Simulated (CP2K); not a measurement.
Wanted: the native input for a CP2K 2026.2 run.

* Task: single point
* Functional: PBE
* Potentials or basis: POTENTIAL_UZH N GTH-PBE-q5, B GTH-PBE-q3; TZVP-MOLOPT-PBE-GTH basis
* Density cutoff: 6123 eV
* k mesh: 13 × 13 × 13
* Occupations: gaussian, width 0.013 eV
* Spin: no spin polarisation
* SCF solver: diagonalisation with k points
* Quickstep method: GPW
* EPS_DEFAULT: 1.0E-10
* EPS_SCF: 1.0E-6
* MAX_SCF: 100
* SCF_GUESS: ATOMIC
* k points reduced by the point group: yes
* Mesh centred on Gamma: yes
* CHOLESKY: OFF
* EPS_EIGVAL: 1.0E-7
* MIXING METHOD: BROYDEN_MIXING
* MIXING ALPHA: 0.4
* NBUFFER: 8
* NGRIDS: 4
* Basis sets: N TZVP-MOLOPT-PBE-GTH-q5, B TZVP-MOLOPT-PBE-GTH-q3
* Potentials: N GTH-PBE-q5 of POTENTIAL_UZH, B GTH-PBE-q3 of POTENTIAL_UZH
* ADDED_MOS: [10]
* REL_CUTOFF (Ry): 60 Ry
* MIXING BETA (1/bohr): 1.5 1/bohr
* CUTOFF of the grids: 450 Ry

The system is BN.

```xyz
2
Lattice="2.5640 0.0000 0.0000 1.2820 2.2205 0.0000 1.2820 0.7402 2.0935" Properties=species:S:1:pos:R:3 pbc="T T T"
N     1.2820    0.7402    0.5234
B     0.0000    0.0000    0.0000
```

The cell is a database's computed one.

One way to write it, as run:

bn_scf.inp

```
&GLOBAL
  PROJECT bn_scf
  RUN_TYPE ENERGY_FORCE
  PRINT_LEVEL LOW
&END GLOBAL
&FORCE_EVAL
  METHOD QS
  STRESS_TENSOR ANALYTICAL
  &DFT
    BASIS_SET_FILE_NAME BASIS_MOLOPT_UZH
    POTENTIAL_FILE_NAME POTENTIAL_UZH
    &MGRID
      CUTOFF 450
      REL_CUTOFF 60
      NGRIDS 4
    &END MGRID
    &QS
      METHOD GPW
      EPS_DEFAULT 1.0E-10
    &END QS
    &KPOINTS
      SCHEME MONKHORST-PACK 13 13 13
      GAMMA_CENTERED T
      SYMMETRY T
      SYMMETRY_BACKEND SPGLIB
    &END KPOINTS
    &SCF
      SCF_GUESS ATOMIC
      EPS_SCF 1.0E-6
      MAX_SCF 100
      ADDED_MOS 10
      CHOLESKY OFF
      EPS_EIGVAL 1.0E-7
      &DIAGONALIZATION ON
        ALGORITHM STANDARD
      &END DIAGONALIZATION
      &MIXING ON
        METHOD BROYDEN_MIXING
        ALPHA 0.4
        BETA 1.5
        NBUFFER 8
      &END MIXING
      &SMEAR ON
        METHOD GAUSSIAN
        SIGMA [eV] 0.013000000000000001
      &END SMEAR
    &END SCF
    &XC
      &XC_FUNCTIONAL
        &GGA_X_PBE
        &END GGA_X_PBE
        &GGA_C_PBE
        &END GGA_C_PBE
      &END XC_FUNCTIONAL
    &END XC
    &PRINT
      &KPOINTS ON
      &END KPOINTS
      &MULLIKEN ON
      &END MULLIKEN
      &MO ON
        ENERGIES T
        OCCUPATION_NUMBERS T
        &EACH
          QS_SCF 0
        &END EACH
        ADD_LAST NUMERIC
      &END MO
    &END PRINT
  &END DFT
  &SUBSYS
    &CELL
      A 2.5639706028 0.0000000000 0.0000000000
      B 1.2819853014 2.2204636766 0.0000000000
      C 1.2819853014 0.7401545589 2.0934732308
      PERIODIC XYZ
    &END CELL
    &COORD
      SCALED
      N   0.2500000000 0.2500000000 0.2500000000
      B   0.0000000000 0.0000000000 0.0000000000
    &END COORD
    &KIND N
      BASIS_SET TZVP-MOLOPT-PBE-GTH-q5
      POTENTIAL GTH-PBE-q5
    &END KIND
    &KIND B
      BASIS_SET TZVP-MOLOPT-PBE-GTH-q3
      POTENTIAL GTH-PBE-q3
    &END KIND
    &PRINT
      &ATOMIC_COORDINATES ON
      &END ATOMIC_COORDINATES
      &CELL ON
      &END CELL
    &END PRINT
  &END SUBSYS
  &PRINT
    &FORCES ON
    &END FORCES
    &STRESS_TENSOR ON
    &END STRESS_TENSOR
  &END PRINT
&END FORCE_EVAL
```

Potentials or basis: POTENTIAL_UZH N GTH-PBE-q5, B GTH-PBE-q3; TZVP-MOLOPT-PBE-GTH basis.

Launch:

```sh
$ OMP_NUM_THREADS=1 cp2k.psmp -i bn_scf.inp -o bn_scf.out
```

It gave:

The pressure is 0.6 GPa, the band gap on the k mesh is 4.55 eV, indirect (least direct gap 8.74 eV) and the mulliken charges are N -0.66; B +0.66 e.

Caveat: Mulliken charges move with the basis; an odd mesh through Γ misses points on the zone boundary, where band edges often lie; the basis of atomic orbitals isn't converged, which shifts pressures, moduli and gaps.

It took 96 s on 1 thread of Arm Neoverse V1, with other jobs on the host, peak memory 0.22 GiB.
